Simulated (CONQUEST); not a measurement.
# BP under changes of volume

One of the cells (11.682 Å³/atom); the others are scaled copies at fixed shape and fractional positions:

```xyz
4
Lattice="3.2089 0.0000 0.0000 0.0000 3.2089 0.0000 0.0000 0.0000 4.5380" Properties=species:S:1:pos:R:3 pbc="T T T"
P     0.0000    1.6044    1.1345
P     1.6044    0.0000    3.4035
B     0.0000    0.0000    0.0000
B     1.6044    1.6044    2.2690
```

```yaml
Program: CONQUEST 1.3
Functional: PBE
Potentials_or_basis: PseudoDojo NC PBE, SZP, grid of 32 × 32 × 48 points
k_mesh: 8 × 8 × 6
Occupations: fermi-dirac, width 0.05 eV
Spin: no spin polarisation
```

```csv
volume (Å³/atom),energy over the lowest point (meV/atom),pressure (GPa),gap on the mesh (eV)
10.981,97.15,23.4,1.39
11.214,?,?,?
11.448,42.26,14.5,1.43
11.682,23.88,10.8,1.46
11.915,10.98,7.1,1.48
12.149,3.21,3.7,1.50
12.383,0.00,0.8,1.52
```

Problem. What does the run at 11.214 Å³/atom give?

Solution. Energy over the lowest point 66.43 meV/atom; pressure 18.7 GPa; gap on the mesh 1.41 eV.

Worked out: A Birch-Murnaghan fit of order 3 (a polynomial in V^(-2/3)) to the other rows has its minimum at 12.43 Å³/atom, just outside them, with B0 = V·E''(V) = 155 GPa and B' = 3.1. It gives 66.57 meV/atom at 11.214 Å³/atom, against the run's 66.43, and -dE/dV = 18.8 GPa, against 18.7. A straight line through the other rows of the gap, of slope 1.1 eV per unit of ln V, gives 1.41 eV, against the run's 1.41.

Energies are extrapolated to zero smearing.

Caveats: the atomic basis is small; the basis of atomic orbitals isn't converged, which shifts pressures, moduli and gaps; the real-space grid breaks the cell's symmetry a little (some runs).

A mesh can miss the band edges.
